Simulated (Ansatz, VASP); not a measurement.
## Os: VASP beside Ansatz

```
CELL_PARAMETERS angstrom
2.70138 0.00000 0.00000
-1.35069 2.33946 0.00000
0.00000 0.00000 23.61699
ATOMIC_POSITIONS crystal
Os 0.66667 0.33333 0.35991
Os 0.33333 0.66667 0.45330
Os 0.00000 0.00000 0.54670
Os 0.66667 0.33333 0.64009
```

Alike in both runs: task relaxation of the atoms; functional PBEsol; k mesh 12 × 12 × 1; occupations gaussian, width 0.1 eV; no spin polarisation.

```csv
,VASP,Ansatz
version,VASP 6.6.1,Ansatz 0.2.0
potentials or method,"VASP PAW PBE potentials, release 64 (Os)","scalar-relativistic, plane waves, PAW"
plane-wave cutoff (eV),520,420
valence electrons in the cell,32,64
```

```csv
,VASP,Ansatz,Ansatz less VASP
"gap on the k mesh at the Fermi level, each at its own relaxed structure (eV)",none,none,-
energy change over the relaxation (meV/atom),-11,-11,-0.2
```

A gap of «none» marks a metal or a gap that the smearing closes. The two sets of potentials don't hold the same shells in valence.

 Spin-orbit coupling is left out, which matters for the levels of Os.
